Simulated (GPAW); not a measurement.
**Screening of a field by black arsenene monolayer**

Aim: the dipole that a field along the normal induces in black arsenene monolayer.

Method: GPAW, PAW setups; layer in a repeated cell with vacuum, relaxation of atoms and in-plane cell, in the first sound run; inputs show where later runs differ, in GPAW 26.7.0.

## 1. Starting point

The cell holds 4 atoms: 4 As. Cell: a = 4.750 Å, b = 3.680 Å, c = 20.480 Å, α = 90.0°, β = 90.0°, γ = 90.0°. Vacuum lies along c.

## 2. Relaxation

Forces are removed first; all later runs use this geometry.

The input, run.py:

```python
import json
import numpy as np
from ase import Atoms
from ase.filters import FrechetCellFilter
from ase.optimize import BFGS
from gpaw import GPAW, PW

slab = Atoms(
    ['As', 'As', 'As', 'As'],
    positions=[
        [0.42750, 0.00000, 9.00000],
        [1.94750, 1.84000, 9.10000],
        [4.32250, 0.00000, 11.48000],
        [2.80250, 1.84000, 11.38000]],
    cell=[[4.75, 0.0, 0.0], [0.0, 3.68, 0.0], [0.0, 0.0, 20.48]],
    pbc=[True, True, True])

slab.calc = GPAW(mode=PW(600), xc='PBE', kpts={'size': (6, 8, 1), 'gamma': True},
                 occupations={'name': 'fermi-dirac', 'width': 0.05}, nbands='160%',
                 convergence={'density': 1e-05}, maxiter=200,
                 symmetry={'tolerance': 1e-3}, txt='slab.txt')
result = {}
# The in-plane cell is free; stress needs a cell that repeats along all three vectors
path = []
opt = BFGS(FrechetCellFilter(slab, mask=[1, 1, 0, 0, 0, 1]), maxstep=0.2)
opt.attach(lambda: path.append((slab.get_potential_energy(), slab.positions.tolist(), slab.get_forces().tolist())))
result['relaxed'] = bool(opt.run(fmax=0.02, steps=45))
result['path'] = path
result['cell'] = slab.cell.tolist()
print('in-plane lattice', slab.cell.cellpar().round(4)[[0, 1, 5]])
energy = slab.get_potential_energy()
fermi = slab.calc.get_fermi_level()
v = slab.calc.get_electrostatic_potential().mean((0, 1)) - fermi
n = slab.calc.get_pseudo_density().mean((0, 1))
L = slab.cell[2, 2]
z = np.arange(len(v)) * L / len(v)
low, high = slab.positions[:, 2].min(), slab.positions[:, 2].max()
below, above = np.interp([low - 6.8, high + 6.8], z, v)
slopes = [np.interp(x, z, np.gradient(v, z)) for x in (low - 6.8, high + 6.8)]
eps = np.array([[slab.calc.get_eigenvalues(k, s) for k in range(len(slab.calc.get_ibz_k_points()))]
                for s in range(slab.calc.get_number_of_spins())]) - fermi
top, bottom = eps[eps < 0].max(), eps[eps > 0].min()
dipole = slab.get_dipole_moment()[2]
print(f'energy {energy:.4f} eV, Fermi level {fermi:.4f} eV, dipole {dipole:.5f} e A')
print(f'potential 6.8 A off the faces, from the Fermi level: lower {below:.4f} eV, upper {above:.4f} eV')
print(f'slope of the potential there: lower {slopes[0]:.5f}, upper {slopes[1]:.5f} eV/A')
print(f'nearest levels on the mesh: {top:.4f} and {bottom:.4f} eV')
print('magnetic moment', round(slab.get_magnetic_moment(), 3))
result.update(energy=energy, fermi=fermi, dipole=dipole, below=below, above=above, slopes=slopes, edges=[top, bottom],
              z=z.tolist(), v=v.tolist(), n=n.tolist(), positions=slab.positions.tolist(),
              forces=slab.get_forces(apply_constraint=False).tolist(), moments=slab.get_magnetic_moments().tolist())
json.dump(result, open('result.json', 'w'))
```

On the command line:

```sh
$ OMP_NUM_THREADS=1 OPENBLAS_NUM_THREADS=1 python run.py
```

The program printed:

```text
Step          Energy          fmax
BFGS:    0      -18.116470        1.854773
BFGS:    1      -18.298631        1.313516
BFGS:    2      -18.479937        0.232375
BFGS:    3      -18.483010        0.166078
BFGS:    4      -18.485255        0.147185
BFGS:    5      -18.486414        0.108227
BFGS:    6      -18.486897        0.074572
BFGS:    7      -18.487262        0.059092
BFGS:    8      -18.487772        0.054498
BFGS:    9      -18.488083        0.030715
BFGS:   10      -18.488180        0.020391
BFGS:   11      -18.488202        0.022702
BFGS:   12      -18.488225        0.027795
BFGS:   13      -18.488279        0.034790
BFGS:   14      -18.488378        0.039475
BFGS:   15      -18.488533        0.035414
BFGS:   16      -18.488631        0.020243
BFGS:   17      -18.488677        0.012930
in-plane lattice [ 4.7514  3.687  90.    ]
energy -18.4887 eV, Fermi level -1.5881 eV, dipole -0.00009 e A
potential 6.8 A off the faces, from the Fermi level: lower 4.2358 eV, upper 4.2358 eV
slope of the potential there: lower -0.00002, upper 0.00002 eV/A
nearest levels on the mesh: -0.4474 and 0.4065 eV
magnetic moment 0.0
```

It took 11 min on 1 thread of Arm Neoverse V2, shared host; peak memory 0.46 GiB.

This step gave:

```yaml
dipole_along_the_normal: -9.46e-5 e·Å
levels_nearest_the_fermi_level_on_the_mesh: -0.4474, 0.4065 eV from the Fermi level
```

The electrostatic potential energy of an electron (without an applied field's), less the Fermi level, planar mean by z:

z (Å), electrostatic potential energy of an electron (without an applied field's), less the Fermi level, planar mean (eV) and a bar from the least value:
```
      0.0        4.2 ##############################
      0.5        4.2 ##############################
      1.0        4.2 ##############################
      1.5        4.2 ##############################
      2.0        4.2 ##############################
      2.5        4.2 ##############################
      3.0        4.2 ##############################
      3.5        4.2 ##############################
      4.0        4.2 ##############################
      4.5        4.2 ##############################
      5.0        4.2 ##############################
      5.5        4.2 ##############################
      6.0        4.2 ##############################
      6.5        4.2 ##############################
      7.0        4.1 ##############################
      7.5        3.6 #############################
      8.0        1.5 ##########################
      8.5       -6.3 ################
      9.0      -18.5 
      9.5       -8.9 #############
     10.0       -0.1 ########################
     10.5       -0.2 ########################
     11.0       -9.5 ############
     11.5      -18.4 
     12.0       -5.8 #################
     12.5        1.7 ###########################
     13.0        3.6 #############################
     13.5        4.1 ##############################
     14.0        4.2 ##############################
     14.5        4.2 ##############################
     15.0        4.2 ##############################
     15.5        4.2 ##############################
     16.0        4.2 ##############################
     16.5        4.2 ##############################
     17.0        4.2 ##############################
     17.5        4.2 ##############################
     18.0        4.2 ##############################
     18.5        4.2 ##############################
     19.0        4.2 ##############################
     19.5        4.2 ##############################
     20.0        4.2 ##############################
```

The pseudo valence density, planar mean oscillates, so the rows of the table below give means over windows of 1.02 Å about each position, cut where the curve ends. Its maxima inside the range that stand out by 2 % of the span (Å: e/Å³): 8.5: 0.319, 9.6: 0.305, 10.9: 0.305, 11.9: 0.319. Its minima: 9.0: 0.165, 10.2: 0.171, 11.4: 0.165.

Table of pseudo valence density, planar mean by z; means over each step:

| z (Å) | pseudo valence density, planar mean (e/Å³) |
| --- | --- |
| 4.59 | 9.4e-6 |
| 5.61 | 1.8e-4 |
| 6.63 | 0.00342 |
| 7.65 | 0.0624 |
| 8.67 | 0.245 |
| 9.69 | 0.242 |
| 10.71 | 0.238 |
| 11.73 | 0.247 |
| 12.75 | 0.0767 |
| 13.77 | 0.00437 |
| 14.79 | 2.2e-4 |
| 15.81 | 1.2e-5 |

The relaxation lowered the energy of the cell by 0.373 eV (energies extrapolated to zero smearing; the optimiser's log prints free energies). The largest force left on a free atom is 0.013 eV/Å.

## 3. Plane waves, PBE

The work function is the vacuum plateau of the electrostatic potential less the Fermi level; a dipole layer lets the two faces have plateaus of their own.

This step: GPAW, PAW setups; slab in vacuum (GPAW 26.7.0).

The cell differs from the one that the last finished run ended in (c 20.480 → 20.404 Å).

run.py: that of step 2 with these lines changed.

```diff
@@ -3,4 +3,2 @@
 from ase import Atoms
-from ase.filters import FrechetCellFilter
-from ase.optimize import BFGS
 from gpaw import GPAW, PW
@@ -10,22 +8,15 @@
     positions=[
-        [0.42750, 0.00000, 9.00000],
-        [1.94750, 1.84000, 9.10000],
-        [4.32250, 0.00000, 11.48000],
-        [2.80250, 1.84000, 11.38000]],
-    cell=[[4.75, 0.0, 0.0], [0.0, 3.68, 0.0], [0.0, 0.0, 20.48]],
-    pbc=[True, True, True])
+        [0.33613, 0.00000, 9.00000],
+        [2.03879, 1.84350, 9.00001],
+        [4.41530, -0.00000, 11.40368],
+        [2.71263, 1.84350, 11.40368]],
+    cell=[[4.75142, 0.0, 0.0], [0.0, 3.687, 0.0], [0.0, 0.0, 20.4037]],
+    pbc=[True, True, False])
 
-slab.calc = GPAW(mode=PW(600), xc='PBE', kpts={'size': (6, 8, 1), 'gamma': True},
+slab.calc = GPAW(mode=PW(400), xc='PBE', kpts={'size': (6, 8, 1), 'gamma': True},
                  occupations={'name': 'fermi-dirac', 'width': 0.05}, nbands='160%',
                  convergence={'density': 1e-05}, maxiter=200,
+                 poissonsolver={'dipolelayer': 'xy'},
                  symmetry={'tolerance': 1e-3}, txt='slab.txt')
 result = {}
-# The in-plane cell is free; stress needs a cell that repeats along all three vectors
-path = []
-opt = BFGS(FrechetCellFilter(slab, mask=[1, 1, 0, 0, 0, 1]), maxstep=0.2)
-opt.attach(lambda: path.append((slab.get_potential_energy(), slab.positions.tolist(), slab.get_forces().tolist())))
-result['relaxed'] = bool(opt.run(fmax=0.02, steps=45))
-result['path'] = path
-result['cell'] = slab.cell.tolist()
-print('in-plane lattice', slab.cell.cellpar().round(4)[[0, 1, 5]])
 energy = slab.get_potential_energy()
```

The program printed:

```text
energy -18.4859 eV, Fermi level -1.5778 eV, dipole -0.00029 e A
potential 6.8 A off the faces, from the Fermi level: lower 4.2344 eV, upper 4.2364 eV
slope of the potential there: lower -0.00002, upper 0.00002 eV/A
nearest levels on the mesh: -0.4475 and 0.4066 eV
magnetic moment 0.0
```

Elapsed: 24 s, on 1 thread; peak memory 0.24 GiB.

This step gave:

```
dipole along the normal                    : -2.94e-4 e·Å
levels nearest the Fermi level on the mesh : -0.4475, 0.4066 eV from the Fermi level
upper work function                        : 4.236 eV
lower work function                        : 4.234 eV
upper ionisation energy                    : 4.684 eV
```

The electrostatic potential energy of an electron (without an applied field's), less the Fermi level, planar mean by z:

| z (Å) | electrostatic potential energy of an electron (without an applied field's), less the Fermi level, planar mean (eV) |
| --- | --- |
| 0.0 | 4.24 |
| 0.5 | 4.23 |
| 1.0 | 4.23 |
| 1.5 | 4.23 |
| 2.0 | 4.23 |
| 2.5 | 4.23 |
| 3.0 | 4.23 |
| 3.5 | 4.23 |
| 4.0 | 4.23 |
| 4.5 | 4.23 |
| 5.0 | 4.23 |
| 5.5 | 4.23 |
| 6.0 | 4.23 |
| 6.5 | 4.20 |
| 7.0 | 4.07 |
| 7.5 | 3.52 |
| 8.0 | 1.21 |
| 8.5 | -7.26 |
| 9.0 | -18.6 |
| 9.5 | -7.91 |
| 10.0 | 0.182 |
| 10.5 | -0.608 |
| 11.0 | -10.6 |
| 11.5 | -17.9 |
| 12.0 | -4.84 |
| 12.5 | 1.94 |
| 13.0 | 3.70 |
| 13.5 | 4.11 |
| 14.0 | 4.21 |
| 14.5 | 4.23 |
| 15.0 | 4.23 |
| 15.5 | 4.24 |
| 16.0 | 4.24 |
| 16.5 | 4.24 |
| 17.0 | 4.24 |
| 17.5 | 4.24 |
| 18.0 | 4.24 |
| 18.5 | 4.24 |
| 19.0 | 4.24 |
| 19.5 | 4.24 |
| 20.0 | 4.24 |

The pseudo valence density, planar mean oscillates, so the rows of the table below give means over windows of 0.85 Å about each position, cut where the curve ends. Its maxima inside the range that stand out by 2 % of the span (Å: e/Å³): 8.50: 0.320, 9.35: 0.297, 11.05: 0.297, 11.90: 0.320. Its minima: 8.93: 0.178, 10.20: 0.171, 11.48: 0.178.

Pseudo valence density, planar mean against z; means over each step:

z (Å), pseudo valence density, planar mean (e/Å³) and a bar:
```
     4.67      0.000 
     5.52      0.000 
     6.37      0.002 
     7.22      0.020 ##
     8.07      0.169 #####################
     8.92      0.243 ##############################
     9.77      0.238 #############################
    10.62      0.237 #############################
    11.47      0.243 ##############################
    12.32      0.170 #####################
    13.17      0.020 ##
    14.02      0.002 
    14.87      0.000 
    15.72      0.000
```

The layer is gapped, so the Fermi level lies somewhere inside the gap, set by smearing and numerics, and these work functions are no property of the material; the band edges below the vacuum level are. The potential is flat to 2.4e-5 eV/Å where it is read, so the vacuum is wide enough.

## 4. In a field

A uniform field along the normal polarises the slab; the atoms stay fixed, so this is the electronic response alone.

run.py: that of step 3 with these lines changed.

```diff
@@ -4,2 +4,3 @@
 from gpaw import GPAW, PW
+from gpaw.external import ConstantElectricField
 
@@ -19,2 +20,3 @@
                  poissonsolver={'dipolelayer': 'xy'},
+                 external=ConstantElectricField(-0.2, [0, 0, 1]),
                  symmetry={'tolerance': 1e-3}, txt='slab.txt')
```

The program printed:

```text
energy -18.4956 eV, Fermi level -1.5810 eV, dipole -0.09693 e A
potential 6.8 A off the faces, from the Fermi level: lower 3.7388 eV, upper 4.7401 eV
slope of the potential there: lower -0.00002, upper 0.00003 eV/A
nearest levels on the mesh: -0.4464 and 0.4054 eV
magnetic moment 0.0
```

Wall time 33 s (1 thread); peak memory 0.26 GiB.

Numbers from this step:

```yaml
dipole_along_the_normal: -0.09693 e·Å
levels_nearest_the_fermi_level_on_the_mesh: -0.4464, 0.4054 eV from the Fermi level
potential_below_the_slab_the_applied_field_s_own_ramp_left_out: 3.739 eV from the Fermi level
potential_above_the_slab_the_applied_field_s_own_ramp_left_out: 4.740 eV from the Fermi level
```

The electrostatic potential energy of an electron (without an applied field's), less the Fermi level, planar mean by z:

| z (Å) | electrostatic potential energy of an electron (without an applied field's), less the Fermi level, planar mean (eV) |
| --- | --- |
| 0.0 | 4.24 |
| 0.5 | 3.74 |
| 1.0 | 3.74 |
| 1.5 | 3.74 |
| 2.0 | 3.74 |
| 2.5 | 3.74 |
| 3.0 | 3.74 |
| 3.5 | 3.74 |
| 4.0 | 3.74 |
| 4.5 | 3.74 |
| 5.0 | 3.74 |
| 5.5 | 3.74 |
| 6.0 | 3.73 |
| 6.5 | 3.70 |
| 7.0 | 3.59 |
| 7.5 | 3.06 |
| 8.0 | 0.801 |
| 8.5 | -7.59 |
| 9.0 | -18.8 |
| 9.5 | -8.05 |
| 10.0 | 0.142 |
| 10.5 | -0.546 |
| 11.0 | -10.4 |
| 11.5 | -17.7 |
| 12.0 | -4.49 |
| 12.5 | 2.36 |
| 13.0 | 4.17 |
| 13.5 | 4.60 |
| 14.0 | 4.71 |
| 14.5 | 4.73 |
| 15.0 | 4.74 |
| 15.5 | 4.74 |
| 16.0 | 4.74 |
| 16.5 | 4.74 |
| 17.0 | 4.74 |
| 17.5 | 4.74 |
| 18.0 | 4.74 |
| 18.5 | 4.74 |
| 19.0 | 4.74 |
| 19.5 | 4.74 |
| 20.0 | 4.72 |

The dipole is now -0.0969 e Å, against -2.9e-4 in the run without a field.

## 5. Field on

run.py: that of step 4 with these lines changed.

```diff
@@ -20,3 +20,3 @@
                  poissonsolver={'dipolelayer': 'xy'},
-                 external=ConstantElectricField(-0.2, [0, 0, 1]),
+                 external=ConstantElectricField(-0.1, [0, 0, 1]),
                  symmetry={'tolerance': 1e-3}, txt='slab.txt')
```

The program printed:

```text
energy -18.4883 eV, Fermi level -1.5786 eV, dipole -0.04846 e A
potential 6.8 A off the faces, from the Fermi level: lower 3.9861 eV, upper 4.4867 eV
slope of the potential there: lower -0.00002, upper 0.00003 eV/A
nearest levels on the mesh: -0.4472 and 0.4063 eV
magnetic moment 0.0
```

Elapsed: 33 s, on 1 thread; peak memory 0.26 GiB.

Numbers from this step:

```yaml
dipole_along_the_normal: -0.04846 e·Å
levels_nearest_the_fermi_level_on_the_mesh: -0.4472, 0.4063 eV from the Fermi level
potential_below_the_slab_the_applied_field_s_own_ramp_left_out: 3.986 eV from the Fermi level
potential_above_the_slab_the_applied_field_s_own_ramp_left_out: 4.487 eV from the Fermi level
```

Table of electrostatic potential energy of an electron (without an applied field's), less the Fermi level, planar mean by z:

z (Å), electrostatic potential energy of an electron (without an applied field's), less the Fermi level, planar mean (eV) and a bar from the least value:
```
        0        4.2 ##############################
        1        4.0 #############################
        2        4.0 #############################
        3        4.0 #############################
        4        4.0 #############################
        5        4.0 #############################
        6        4.0 #############################
        7        3.8 #############################
        8        1.0 ##########################
        9      -18.7 
       10        0.2 ########################
       11      -10.5 ###########
       12       -4.7 ##################
       13        3.9 #############################
       14        4.5 ##############################
       15        4.5 ##############################
       16        4.5 ##############################
       17        4.5 ##############################
       18        4.5 ##############################
       19        4.5 ##############################
       20        4.5 ##############################
```

The dipole is now -0.0485 e Å, against -2.9e-4 in the run without a field.

## 6. In a field

run.py: that of step 5 with these lines changed.

```diff
@@ -20,3 +20,3 @@
                  poissonsolver={'dipolelayer': 'xy'},
-                 external=ConstantElectricField(-0.1, [0, 0, 1]),
+                 external=ConstantElectricField(-0.05, [0, 0, 1]),
                  symmetry={'tolerance': 1e-3}, txt='slab.txt')
```

The program printed:

```text
energy -18.4865 eV, Fermi level -1.5780 eV, dipole -0.02423 e A
potential 6.8 A off the faces, from the Fermi level: lower 4.1105 eV, upper 4.3608 eV
slope of the potential there: lower -0.00002, upper 0.00003 eV/A
nearest levels on the mesh: -0.4474 and 0.4065 eV
magnetic moment 0.0
```

Run time: 33 s. Hardware: 1 thread; peak memory 0.26 GiB.

## 7. Field on

run.py: that of step 6 with these lines changed.

```diff
@@ -20,3 +20,3 @@
                  poissonsolver={'dipolelayer': 'xy'},
-                 external=ConstantElectricField(-0.05, [0, 0, 1]),
+                 external=ConstantElectricField(0.05, [0, 0, 1]),
                  symmetry={'tolerance': 1e-3}, txt='slab.txt')
```

The program printed:

```text
energy -18.4865 eV, Fermi level -1.5780 eV, dipole 0.02423 e A
potential 6.8 A off the faces, from the Fermi level: lower 4.3608 eV, upper 4.1105 eV
slope of the potential there: lower -0.00003, upper 0.00002 eV/A
nearest levels on the mesh: -0.4474 and 0.4065 eV
magnetic moment 0.0
```

Elapsed: 33 s, on 1 thread; peak memory 0.26 GiB.

(Continued in part 2 of 2.)

[Logs are printed without paths, hosts, clocks, repeated set-up lines and the standing remarks that a program may print on its own settings, such as how far it seeks lower states.]

[Hosts, paths, dates, database ids (printed as entryN), source tags and the programs' standing remarks are cut or masked in the printed files.]
